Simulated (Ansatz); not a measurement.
## Sn: relaxation of cell and atoms with PBE

The system is Sn.

```
Sn
1.0
    -2.94014    2.94014    1.59930
     2.94014   -2.94014    1.59930
     2.94014    2.94014   -1.59930
Sn
2
Direct
  0.00000 0.00000 0.00000
  0.75000 0.25000 0.50000
```

- Program: Ansatz 0.2.0
- Task: relaxation of cell and atoms
- Functional: PBE
- Potentials or basis: Ansatz PAW
- Cutoff: 420 eV (not typed: the program's choice for these potentials)
- k mesh: 9 × 9 × 9
- Occupations: fermi-dirac, width 0.05 eV
- Spin: no spin polarisation

```json
{
 "Relaxed volume": "28.43 Å³/atom",
 "Relaxed cell": "a = 4.500 Å, b = 4.500 Å, c = 4.500 Å, α = 97.35°, β = 97.35°, γ = 138.09°",
 "Space group after relaxing (to 0.05 Å)": "I4_1/amd (No. 141)",
 "Energy gained by relaxing": "3.4 meV/atom",
 "Ionic steps": "4",
 "Pressure after relaxing": "0.0 GPa",
 "Band gap on the k mesh": "none (metal or under the smearing width)"
}
```

Step by step:
```csv
step,energy change (eV),largest force (eV/Å),volume (Å³)
1,0.0000,0.0000,55.30
2,-0.0056,0.0000,57.38
3,-0.0064,0.0000,56.86
4,-0.0068,0.0000,56.86
```

Final structure:
```
Sn
1.0
    -2.97178    2.97178    1.60969
     2.97178   -2.97178    1.60969
     2.97178    2.97178   -1.60969
Sn
2
Direct
  0.00000 0.00000 0.00000
  0.75000 0.25000 0.50000
```

Levels at points of the mesh, in eV from the Fermi level:
```tsv
k point	band 11	band 12	band 13	band 14	band 15	band 16	band 17	band 18
(0.00, 0.00, 0.00)	-10.80	-3.83	-1.88	-1.88	3.02	5.94	5.94	6.61
```

Wall time 32 s on 2 threads of Intel(R) Xeon(R) Processor @ 2.50GHz (Skylake/Cascade Lake), with other jobs on the host, peak memory 0.42 GiB.

Caveat: the plane-wave basis is chosen anew once the cell has moved, so the energies of steps on either side of that aren't comparable.
